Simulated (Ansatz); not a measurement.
# CdTe: Wannier functions and tight-binding models, part 2 of 3

Aim: build maximally localised Wannier functions for CdTe from several sets of trial orbitals, and check spreads and centres, and how well the models interpolate the bands. The runs, in order: PBE, anion s p, 4×4×4; PBE, anion s p, 6×6×6; PBE, anion p, 4×4×4; PBE, metal d and anion p, 4×4×4; PBE, metal d, 4×4×4; r2SCAN, anion s p, 4×4×4; r2SCAN, metal d, 4×4×4; HSE06, anion s p, 4×4×4; HSE06, all s p, disentangled, 4×4×4 (level, trial orbitals, Wannier mesh).

Ansatz 0.2.0; plane waves, PAW; no spin-orbit coupling unless a run is so named. Earlier steps stand in the parts before.

## Step 5: PBE, metal d and anion p, 4×4×4

The COD entry's cell or inner coordinates are ideal or old and differ from later refinements, so a difference from it is no clean test against experiment.

Contents of input.yaml:

```yaml
crystal:
  lattice:
    - [0.0, 3.2799012448, 3.2799012448]
    - [3.2799012448, 0.0, 3.2799012448]
    - [3.2799012448, 3.2799012448, 0.0]
  atoms:
    - { symbol: Cd, position: [0.0, 0.0, 0.0] }
    - { symbol: Te, position: [0.25, 0.25, 0.25] }
kpoints:
  mp_grid: { grid: [6, 6, 6] }
  band_path:
    path:
      - [[0.0, 0.0, 0.0], [-0.5, -0.5, -7.922920670004e-34], [-0.375, -0.375, 0.25]]
      - [[-0.375, -1.877846186151e-17, 0.375], [0.0, 0.0, 0.0], [-7.391424207726e-19, -7.391424207726e-19, 0.5], [-0.5, -0.25, 0.25], [-0.5, -0.5, -7.922920670004e-34]]
    npoints: 10
hamiltonian:
  xc: pbe
scf:
  occupations: { method: fixed }
  n_extra_bands: 6
output:
  forces: false
  stress: false
  eigenvalues: true
  wannier:
    kmesh: [4, 4, 4]
    projections: [{ species: Cd, l: d, shell: 4 }, { species: Te, l: p, shell: 5 }]
    minimise: true
    write_hr: true
    conv_tol: 1.0e-08
    max_iter: 3000
```

On the command line:

```bash
> ansatz run input.yaml --threads 4 --pin off --max-ram 3686MiB --backend cpu --events-out ev --progress --plain --runs-dir out
```

The program printed:

```text
Warning: RAYON_NUM_THREADS=4 ignored (pool sized by the plan → 4); use --threads N
scf.n_extra_bands = 6 over 18 filled bands (N_el = 36.0): the run solves 24 bands
Engine: ansatz 0.2.0, aarch64-unknown-linux-gnu
Pseudopotentials: kind: paw
Pseudopotential: Cd, paw, valence charge 20, recommended cutoff 420 eV (normal), Cd.paw.azcp
Pseudopotential: Te, paw, valence charge 16, recommended cutoff 420 eV (normal), Te.paw.azcp
Functional definition: PBE
  parameter kappa = 0.804
  parameter beta = 0.06672455060314922
  exchange = pbe_x(kappa = kappa, mu = beta*pi^2/3)
  correlation = pbe_c(beta = beta)
Crystal: 2 atoms, lattice volume = 70.569 Å³
Basis set: ecut = 420 eV, 1411 PW (Γ)
Bands: 24, of which v1, the nominal top of the filled ones, is band 18 counted from 1 (17 counted from 0)
Symmetry: 24 space group operations
Space group: F-43m (ITA 216), of the structure as read, at distance tolerance 4.1e-5 Å
k-points: 16 of 216 (time reversal used)
Non-local potential: Cd, projectors of the file, l = 0: 3, l = 1: 2, l = 2: 2, l = 3: 1
Non-local potential: Te, projectors of the file, l = 0: 2, l = 1: 2, l = 2: 2, l = 3: 2
PAW form: soft (Blöchl's): semilocal exchange-correlation on the pseudo side does not see the compensation charge
PAW one-centre angular grid: Cd, 590 points (default); XC on 64 Gauss nodes
PAW one-centre angular grid: Te, 590 points (default); XC on 64 Gauss nodes
Initial density: superposition of atomic densities (neutral atoms: chi_scale 0, normalization atom), corrected by the library's trained network
Initial wavefunctions: pseudopotential atomic-orbital guess
Functional: x = pbe(κ = 0.804, μ = 0.2195149727645171), c = pbe(β = 0.06672455060314922)
SCF iter   1: F=—  HF=-15235.328444 eV  |F-HF|=—  |Δ(HF+E_count)|=         —  Δρ=1.35e-3  dr2=3.26e-3  ethr=1.77e-3  ⟨swp⟩=4.8  Hψ=1457  notcnv=0  defer=58
preconditioner: auto → none  [insulator: Δε(μ)=0.640 eV  Ē_g=12.630 eV  n_scr=14 (ndim 8)  ℏωp=18.8 eV  f_vac=0.199  ε∞_Penn≈3.2]
SCF iter   2: F=—  HF=-15235.327730 eV  |F-HF|=—  |Δ(HF+E_count)|=   7.15e-4  Δρ=4.96e-4  dr2=1.82e-4  ethr=9.06e-6  ⟨swp⟩=3.0  Hψ=728  notcnv=0  defer=60
SCF iter   3: F=—  HF=-15235.327789 eV  |F-HF|=—  |Δ(HF+E_count)|=   5.94e-5  Δρ=1.88e-4  dr2=2.65e-5  ethr=5.05e-7  ⟨swp⟩=2.9  Hψ=675  notcnv=0  defer=60
SCF iter   4: F=—  HF=-15235.327814 eV  |F-HF|=—  |Δ(HF+E_count)|=   2.49e-5  Δρ=7.79e-5  dr2=6.11e-6  ethr=7.37e-8  ⟨swp⟩=2.1  Hψ=543  notcnv=0  defer=53
SCF iter   5: F=—  HF=-15235.327826 eV  |F-HF|=—  |Δ(HF+E_count)|=   1.26e-5  Δρ=2.12e-5  dr2=3.55e-7  ethr=1.70e-8  ⟨swp⟩=2.0  Hψ=515  notcnv=0  defer=58
SCF iter   6: F=-15235.327828 eV  HF=-15235.327828 eV  |F-HF|=2.60e-8  |Δ(HF+E_count)|=   1.61e-6  Δρ=2.61e-6  dr2=5.54e-9  ethr=2.78e-10  ⟨swp⟩=8.6  Hψ=1794  notcnv=0
SCF 1 converged in 6 iterations: F = -15235.327828 eV  dr2 = 5.54e-9
NSCF: frozen V_eff on 62 k-points
NSCF: frozen V_eff on 10 k-points
the Wannier pass solved 10 of the 64 points of its mesh, and has the states at the others by symmetry: states obtained by the crystal's operations at points that were solved too leave a residual of 4.60e-13 eV (read by the count's bands and the next), within 6.67e-6 eV
SCF converged after 6 iterations
Free energy (F): -15235.327828 eV
Harris-Foulkes:  -15235.327828 eV  (|F-HF|=2.60e-8)
Internal energy: -15235.327828 eV  (E = F + TS)
E sigma→0 (E₀):  -15235.327828 eV
Fermi energy:    6.960573 eV
--- Per-component energies (eV) ---
  E_band       = -804.513046
  E_kinetic    = 685.064149
  E_local      = -5498.277533  (includes V_loc(G=0)·N_el)
  E_nonlocal   = -276.743968
  E_hartree    = 2765.804189
  E_xc         = -300.758714
  E_vxc        = -325.402484  (∫ρ·V_xc dr)
  E_paw        = -8745.982762  (= ΣΔE_a)
  E_vpaw       = -920.763895  (= ΣTr[D̂ρ^β])
  E_aug_tail   = -0.000164  (compensation charges beyond the density's cutoff)
  E_ewald      = -3864.433025
  E_smearing   = -0.000000  (= −TS)
  E_closure    = 0.000000  (closes the sum)
  Σ components = -15235.327828   (vs F -15235.327828, Δ=0.00e0)
--- Band table (eV; the first three rows and the last of 16) ---
  k-point 0: bands = ["-95.0748", "-56.1373", "-56.1373", "-56.1373", "-28.9779", "-28.9779", "-28.9779", "-28.9711", "-28.9711", "-4.0110", "-1.2027", "-1.2027", "-1.2027", "-0.9679", "-0.9679", "6.9606", "6.9606", "6.9606", "7.6226", "11.5990", "11.5990", "11.5990", "14.3695", "16.3598"]
  k-point 1: bands = ["-95.0748", "-56.1373", "-56.1373", "-56.1373", "-28.9779", "-28.9779", "-28.9779", "-28.9711", "-28.9711", "-3.9194", "-1.1859", "-1.1859", "-1.1228", "-0.9688", "-0.9688", "5.2727", "6.7499", "6.7499", "8.7303", "11.6744", "11.9209", "11.9209", "15.3513", "15.4681"]
  k-point 2: bands = ["-95.0748", "-56.1373", "-56.1373", "-56.1373", "-28.9780", "-28.9777", "-28.9777", "-28.9711", "-28.9711", "-3.7367", "-1.1569", "-1.1569", "-0.9652", "-0.9652", "-0.8643", "3.5275", "6.3943", "6.3943", "8.8465", "12.2054", "12.2054", "13.1181", "15.0209", "15.8450"]
  k-point 15: bands = ["-95.0748", "-56.1373", "-56.1373", "-56.1373", "-28.9781", "-28.9777", "-28.9774", "-28.9712", "-28.9709", "-3.5377", "-1.0838", "-1.0829", "-1.0095", "-0.9560", "-0.4637", "2.9184", "4.8881", "4.9871", "10.6090", "10.7901", "13.5788", "13.8992", "16.3409", "18.0247"]
Wannier search: line search 1 of at most 3000: gauge-dependent spread (as the search counts it) 1.0506676 Å², largest recent change 2.2e-1 Å² and fall left 2.9e-4 Å² against conv_tol 1.0e-8 Å², 0 stops escaped
WARN: <dir> 70 periodic images of 70 elements of H(R) lie 4.88e-4 to 1.95e-3 Å beyond their element's nearest image, near the 9.77e-4 Å window within which an element is shared among its images; whether they share it moves the interpolated H(k) by 2.0e-3 eV (Frobenius norm, root mean square over the Brillouin zone); at the model's own mesh points H(k) does not change
```

Wall time 2.8 s (4 threads of Arm Neoverse V2, shared host); peak memory 0.35 GiB.

wannier.win, as written (k points left out):

```
! ansatz wannier90 interface
! projections by site (counted from 0) and shell: 0 4D, 1 5P
! states of the run's bands (counted from 1): 11-18
! their least projectability: 0.7420
num_bands = 8
num_wann  = 8
num_iter  = 2000
conv_tol = 1e-8
conv_window = 5
guiding_centres = true
write_hr = true

begin unit_cell_cart
Ang
  0.0  3.2799012448  3.2799012448
  3.2799012448  0.0  3.2799012448
  3.2799012448  3.2799012448  0.0
end unit_cell_cart

begin atoms_frac
Cd  0.0  0.0  0.0
Te  0.25  0.25  0.25
end atoms_frac

mp_grid = 4 4 4
```

wannier.win names the bands that the functions span: 11-18 (counted from 1; 18 are filled).

The head of wannier.spreads.toml:

```toml
omega_i_ang2 = 11.693976446668103
omega_d_ang2 = 0.018728402439833012
omega_od_ang2 = 0.6996653188600571
omega_total_ang2 = 12.412370167967993
least_projectability = 0.7419590066592245
b_vectors_match_mmn = true
n_iter = 48
converged = true
rejected_fitted_steps = 1
```

The functions (centres in Å, on-site energies from the top of the filled bands):

```
n       x       y       z  spread (Å²)  on-site (eV)  nearest atoms  distance (Å)
1  -0.001   0.002   0.011        0.591        -7.900            Cd1          0.01
2  -0.012  -0.011   0.000        0.837        -7.630            Cd1          0.02
3   0.012  -0.001  -0.012        0.838        -7.635            Cd1          0.02
4  -0.010  -0.002   0.000        0.590        -7.902            Cd1          0.01
5   0.013   0.012   0.000        0.835        -7.638            Cd1          0.02
6   1.515   1.515   1.405        2.907        -2.399            Te2          0.29
7   1.515   1.875   1.765        2.907        -2.399            Te2          0.29
8   1.875   1.515   1.765        2.907        -2.399            Te2          0.29
```

The largest hoppings ⟨m, 0|H|n, R⟩, one of each Hermitian pair (signs follow the phases of the functions):

```
m  n      R  distance (Å)  t (eV)
5  6  0 0 0          2.55   1.061
7  3  1 0 0          2.55   1.053
8  2  0 0 1          2.85   0.681
8  2  0 1 0          2.56   0.676
6  2  0 0 1          2.85   0.652
8  3  0 1 0          2.56  -0.624
7  2  0 0 1          2.85   0.599
8  5  0 1 0          2.56  -0.585
```

Interpolated bands at the corners of the path, eV from the top of the filled bands:

```
point     e1     e2     e3     e4     e5     e6     e7     e8
    Γ  -8.16  -8.16  -8.16  -7.93  -7.93   0.00   0.00   0.00
    X  -8.02  -8.02  -8.02  -7.90  -7.48  -4.13  -1.74  -1.74
    U  -8.06  -8.04  -7.97  -7.92  -7.44  -3.99  -2.47  -1.44
    K  -8.06  -8.04  -7.97  -7.92  -7.44  -3.99  -2.47  -1.44
    Γ  -8.16  -8.16  -8.16  -7.93  -7.93   0.00   0.00   0.00
    L  -8.11  -8.11  -7.92  -7.92  -7.60  -4.22  -0.72  -0.72
    W  -8.05  -8.05  -7.95  -7.93  -7.41  -4.01  -2.18  -2.04
    X  -8.02  -8.02  -8.02  -7.90  -7.48  -4.13  -1.74  -1.74
```

Along the path each interpolated band stays within 0.00, 0.00, 0.01, 0.00, 0.01, 0.36, 0.11, 0.04 eV of the nearest computed level, from the lowest band up.

## Step 6: PBE, metal d, 4×4×4

input.yaml, as its differences from that of step 5:

```diff
@@ -26,3 +26,3 @@
     kmesh: [4, 4, 4]
-    projections: [{ species: Cd, l: d, shell: 4 }, { species: Te, l: p, shell: 5 }]
+    projections: [{ species: Cd, l: d, shell: 4 }]
     minimise: true
```

On the command line:

```bash
> ansatz run input.yaml --threads 4 --pin off --max-ram 3686MiB --backend cpu --events-out ev --progress --plain --runs-dir out
```

The program printed:

```text
Warning: RAYON_NUM_THREADS=4 ignored (pool sized by the plan → 4); use --threads N
scf.n_extra_bands = 6 over 18 filled bands (N_el = 36.0): the run solves 24 bands
[... 9 set-up lines as earlier in the session ...]
Crystal: 2 atoms, lattice volume = 70.569 Å³
Basis set: ecut = 420 eV, 1411 PW (Γ)
Bands: 24, of which v1, the nominal top of the filled ones, is band 18 counted from 1 (17 counted from 0)
[... 2 set-up lines as earlier in the session ...]
k-points: 16 of 216 (time reversal used)
[... 8 set-up lines as earlier in the session ...]
SCF iter   1: F=—  HF=-15235.328444 eV  |F-HF|=—  |Δ(HF+E_count)|=         —  Δρ=1.35e-3  dr2=3.26e-3  ethr=1.77e-3  ⟨swp⟩=4.8  Hψ=1457  notcnv=0  defer=58
preconditioner: auto → none  [insulator: Δε(μ)=0.640 eV  Ē_g=12.630 eV  n_scr=14 (ndim 8)  ℏωp=18.8 eV  f_vac=0.199  ε∞_Penn≈3.2]
SCF iter   2: F=—  HF=-15235.327730 eV  |F-HF|=—  |Δ(HF+E_count)|=   7.15e-4  Δρ=4.96e-4  dr2=1.82e-4  ethr=9.06e-6  ⟨swp⟩=3.0  Hψ=728  notcnv=0  defer=60
SCF iter   3: F=—  HF=-15235.327789 eV  |F-HF|=—  |Δ(HF+E_count)|=   5.94e-5  Δρ=1.88e-4  dr2=2.65e-5  ethr=5.05e-7  ⟨swp⟩=2.9  Hψ=675  notcnv=0  defer=60
SCF iter   4: F=—  HF=-15235.327814 eV  |F-HF|=—  |Δ(HF+E_count)|=   2.49e-5  Δρ=7.79e-5  dr2=6.11e-6  ethr=7.37e-8  ⟨swp⟩=2.1  Hψ=543  notcnv=0  defer=53
SCF iter   5: F=—  HF=-15235.327826 eV  |F-HF|=—  |Δ(HF+E_count)|=   1.26e-5  Δρ=2.12e-5  dr2=3.55e-7  ethr=1.70e-8  ⟨swp⟩=2.0  Hψ=515  notcnv=0  defer=58
SCF iter   6: F=-15235.327828 eV  HF=-15235.327828 eV  |F-HF|=2.60e-8  |Δ(HF+E_count)|=   1.61e-6  Δρ=2.61e-6  dr2=5.54e-9  ethr=2.78e-10  ⟨swp⟩=8.6  Hψ=1794  notcnv=0
SCF 1 converged in 6 iterations: F = -15235.327828 eV  dr2 = 5.54e-9
NSCF: frozen V_eff on 62 k-points
NSCF: frozen V_eff on 10 k-points
the Wannier pass solved 10 of the 64 points of its mesh, and has the states at the others by symmetry: states obtained by the crystal's operations at points that were solved too leave a residual of 4.60e-13 eV (read by the count's bands and the next), within 6.67e-6 eV
SCF converged after 6 iterations
Free energy (F): -15235.327828 eV
Harris-Foulkes:  -15235.327828 eV  (|F-HF|=2.60e-8)
Internal energy: -15235.327828 eV  (E = F + TS)
E sigma→0 (E₀):  -15235.327828 eV
Fermi energy:    6.960573 eV
--- Per-component energies (eV) ---
  E_band       = -804.513046
  E_kinetic    = 685.064149
  E_local      = -5498.277533  (includes V_loc(G=0)·N_el)
  E_nonlocal   = -276.743968
  E_hartree    = 2765.804189
  E_xc         = -300.758714
  E_vxc        = -325.402484  (∫ρ·V_xc dr)
  E_paw        = -8745.982762  (= ΣΔE_a)
  E_vpaw       = -920.763895  (= ΣTr[D̂ρ^β])
  E_aug_tail   = -0.000164  (compensation charges beyond the density's cutoff)
  E_ewald      = -3864.433025
  E_smearing   = -0.000000  (= −TS)
  E_closure    = 0.000000  (closes the sum)
  Σ components = -15235.327828   (vs F -15235.327828, Δ=0.00e0)
--- Band table (eV; the first three rows and the last of 16) ---
  k-point 0: bands = ["-95.0748", "-56.1373", "-56.1373", "-56.1373", "-28.9779", "-28.9779", "-28.9779", "-28.9711", "-28.9711", "-4.0110", "-1.2027", "-1.2027", "-1.2027", "-0.9679", "-0.9679", "6.9606", "6.9606", "6.9606", "7.6226", "11.5990", "11.5990", "11.5990", "14.3695", "16.3598"]
  k-point 1: bands = ["-95.0748", "-56.1373", "-56.1373", "-56.1373", "-28.9779", "-28.9779", "-28.9779", "-28.9711", "-28.9711", "-3.9194", "-1.1859", "-1.1859", "-1.1228", "-0.9688", "-0.9688", "5.2727", "6.7499", "6.7499", "8.7303", "11.6744", "11.9209", "11.9209", "15.3513", "15.4681"]
  k-point 2: bands = ["-95.0748", "-56.1373", "-56.1373", "-56.1373", "-28.9780", "-28.9777", "-28.9777", "-28.9711", "-28.9711", "-3.7367", "-1.1569", "-1.1569", "-0.9652", "-0.9652", "-0.8643", "3.5275", "6.3943", "6.3943", "8.8465", "12.2054", "12.2054", "13.1181", "15.0209", "15.8450"]
  k-point 15: bands = ["-95.0748", "-56.1373", "-56.1373", "-56.1373", "-28.9781", "-28.9777", "-28.9774", "-28.9712", "-28.9709", "-3.5377", "-1.0838", "-1.0829", "-1.0095", "-0.9560", "-0.4637", "2.9184", "4.8881", "4.9871", "10.6090", "10.7901", "13.5788", "13.8992", "16.3409", "18.0247"]
Wannier search: line search 1 of at most 3000: gauge-dependent spread (as the search counts it) 0.0907100 Å², largest recent change 9.6e-4 Å² and fall left 6.6e-8 Å² against conv_tol 1.0e-8 Å², 0 stops escaped
```

Wall time 2.7 s (4 threads of Arm Neoverse V2, shared host); peak memory 0.34 GiB.

wannier.win names the bands that the functions span: 11-15 (counted from 1; 18 are filled).

The head of wannier.spreads.toml:

```toml
omega_i_ang2 = 4.6305146171774005
omega_d_ang2 = 0.0036674266708752188
omega_od_ang2 = 0.05669998507245029
omega_total_ang2 = 4.6908820289207265
least_projectability = 0.7891958396839674
b_vectors_match_mmn = true
n_iter = 24
converged = true
rejected_fitted_steps = 1
```

The functions (centres in Å, on-site energies from the top of the filled bands):

```
n       x       y       z  spread (Å²)  on-site (eV)  nearest atoms  distance (Å)
1   0.000   0.000   0.000        0.610        -7.947            Cd1          0.00
2  -0.034   0.034  -0.066        1.157        -7.935            Cd1          0.08
3  -0.034  -0.066   0.034        1.157        -7.935            Cd1          0.08
4   0.000   0.000   0.000        0.610        -7.947            Cd1          0.00
5   0.066   0.034   0.034        1.157        -7.935            Cd1          0.08
```

The largest hoppings ⟨m, 0|H|n, R⟩, one of each Hermitian pair (moduli):

```
m  n       R  distance (Å)  |t| (eV)
5  3   0 0 1          4.50     0.096
3  2  0 1 -1          4.50     0.096
5  2   0 1 0          4.50     0.096
2  2  1 -1 0          4.64     0.070
5  5   1 0 0          4.64     0.070
3  3  1 0 -1          4.64     0.070
3  2  1 0 -1          4.57     0.058
3  5  1 0 -1          4.57     0.058
5  2   1 0 0          4.57     0.058
2  5  1 -1 0          4.57     0.058
2  3  1 -1 0          4.57     0.058
5  3   1 0 0          4.57     0.058
3  3  0 1 -1          4.64     0.033
3  3   0 0 1          4.64     0.033
```

Interpolated bands at the corners of the path, eV from the top of the filled bands:

```
point     e1     e2     e3     e4     e5
    Γ  -8.16  -8.16  -8.16  -7.93  -7.93
    X  -8.02  -8.02  -8.02  -7.90  -7.48
    U  -8.06  -8.04  -7.97  -7.92  -7.45
    K  -8.06  -8.04  -7.97  -7.92  -7.45
    Γ  -8.16  -8.16  -8.16  -7.93  -7.93
    L  -8.11  -8.11  -7.92  -7.92  -7.60
    W  -8.05  -8.05  -7.95  -7.93  -7.41
    X  -8.02  -8.02  -8.02  -7.90  -7.48
```

Along the path each interpolated band stays within 0.00, 0.00, 0.01, 0.00, 0.01 eV of the nearest computed level, from the lowest band up.

## Step 7: r2SCAN, anion s p, 4×4×4

input.yaml, as its differences from that of step 6:

```diff
@@ -16,3 +16,3 @@
 hamiltonian:
-  xc: pbe
+  xc: r2scan
 scf:
@@ -26,3 +26,3 @@
     kmesh: [4, 4, 4]
-    projections: [{ species: Cd, l: d, shell: 4 }]
+    projections: [{ species: Te, l: s, shell: 5 }, { species: Te, l: p, shell: 5 }]
     minimise: true
```

On the command line:

```bash
> ansatz run input.yaml --threads 4 --pin off --max-ram 3686MiB --backend cpu --events-out ev --progress --plain --runs-dir out
```

The program printed, shortened:

```text
Warning: RAYON_NUM_THREADS=4 ignored (pool sized by the plan → 4); use --threads N
scf.n_extra_bands = 6 over 18 filled bands (N_el = 36.0): the run solves 24 bands
[...]
[... 1 set-up line as earlier in the session ...]
Pseudopotential: Cd, paw, valence charge 20, recommended cutoff 500 eV (meta_gga), Cd.paw.azcp
Pseudopotential: Te, paw, valence charge 16, recommended cutoff 500 eV (meta_gga), Te.paw.azcp
Functional definition: r2SCAN
[...]
Crystal: 2 atoms, lattice volume = 70.569 Å³
[...]
SCF converged after 6 iterations
Free energy (F): -15264.136460 eV
[...]
E sigma→0 (E₀):  -15264.136460 eV
Fermi energy:    6.706251 eV
[...]
--- Band table (eV; the first three rows and the last of 16) ---
[... band rows left out ...]
[...]
Wannier search: line search 1 of at most 3000: gauge-dependent spread (as the search counts it) 2.5454483 Å², largest recent change 9.2e-2 Å² and fall left 3.1e-4 Å² against conv_tol 1.0e-8 Å², 0 stops escaped
```

It took 4.9 s on 4 threads of Arm Neoverse V2, shared host; peak memory 0.51 GiB.

wannier.win names the bands that the functions span: 10, 16-18 (counted from 1; 18 are filled).

The head of wannier.spreads.toml:

```toml
omega_i_ang2 = 9.266861469692934
omega_d_ang2 = 0.0057188405781062185
omega_od_ang2 = 0.5320605241288077
omega_total_ang2 = 9.804640834399848
least_projectability = 0.7722256232264535
b_vectors_match_mmn = true
n_iter = 20
converged = true
rejected_fitted_steps = 1
```

The functions (centres in Å, on-site energies from the top of the filled bands):

```
n      x      y      z  spread (Å²)  on-site (eV)  nearest atoms  distance (Å)
1  1.192  2.088  2.088        2.451        -4.302            Te2          0.78
2  2.088  2.088  1.192        2.451        -4.302            Te2          0.78
3  1.192  1.192  1.192        2.451        -4.302            Te2          0.78
4  2.088  1.192  2.088        2.451        -4.302            Te2          0.78
```

Along the path each interpolated band stays within 0.01, 0.29, 0.09, 0.03 eV of the nearest computed level, from the lowest band up.

## Step 8: r2SCAN, metal d, 4×4×4

input.yaml, as its differences from that of step 7:

```diff
@@ -26,3 +26,3 @@
     kmesh: [4, 4, 4]
-    projections: [{ species: Te, l: s, shell: 5 }, { species: Te, l: p, shell: 5 }]
+    projections: [{ species: Cd, l: d, shell: 4 }]
     minimise: true
```

On the command line:

```bash
> ansatz run input.yaml --threads 4 --pin off --max-ram 3686MiB --backend cpu --events-out ev --progress --plain --runs-dir out
```

The program printed, shortened:

```text
Warning: RAYON_NUM_THREADS=4 ignored (pool sized by the plan → 4); use --threads N
scf.n_extra_bands = 6 over 18 filled bands (N_el = 36.0): the run solves 24 bands
[...]
[... 4 set-up lines as earlier in the session ...]
[...]
Crystal: 2 atoms, lattice volume = 70.569 Å³
[...]
SCF converged after 6 iterations
Free energy (F): -15264.136460 eV
[...]
E sigma→0 (E₀):  -15264.136460 eV
Fermi energy:    6.706251 eV
[...]
--- Band table (eV; the first three rows and the last of 16) ---
[... band rows left out ...]
[...]
Wannier search: line search 1 of at most 3000: gauge-dependent spread (as the search counts it) 0.0990110 Å², largest recent change 9.7e-4 Å² and fall left 7.1e-8 Å² against conv_tol 1.0e-8 Å², 0 stops escaped
```

It took 4.9 s on 4 threads of Arm Neoverse V2, shared host; peak memory 0.51 GiB.

wannier.win names the bands that the functions span: 11-15 (counted from 1; 18 are filled).

The head of wannier.spreads.toml:

```toml
omega_i_ang2 = 4.680734317777553
omega_d_ang2 = 0.0043173343491742745
omega_od_ang2 = 0.06189504903186627
omega_total_ang2 = 4.746946701158594
least_projectability = 0.7764156160349466
b_vectors_match_mmn = true
n_iter = 23
converged = true
rejected_fitted_steps = 0
```

The functions (centres in Å, on-site energies from the top of the filled bands):

```
n       x       y       z  spread (Å²)  on-site (eV)  nearest atoms  distance (Å)
1   0.000   0.000   0.000        0.602        -8.245            Cd1          0.00
2  -0.035   0.035  -0.069        1.181        -8.232            Cd1          0.08
3  -0.035  -0.069   0.035        1.181        -8.232            Cd1          0.08
4   0.000   0.000   0.000        0.602        -8.245            Cd1          0.00
5   0.069   0.035   0.035        1.181        -8.232            Cd1          0.08
```

Along the path each interpolated band stays within 0.00, 0.00, 0.01, 0.00, 0.01 eV of the nearest computed level, from the lowest band up.

(Continued in part 3 of 3.)
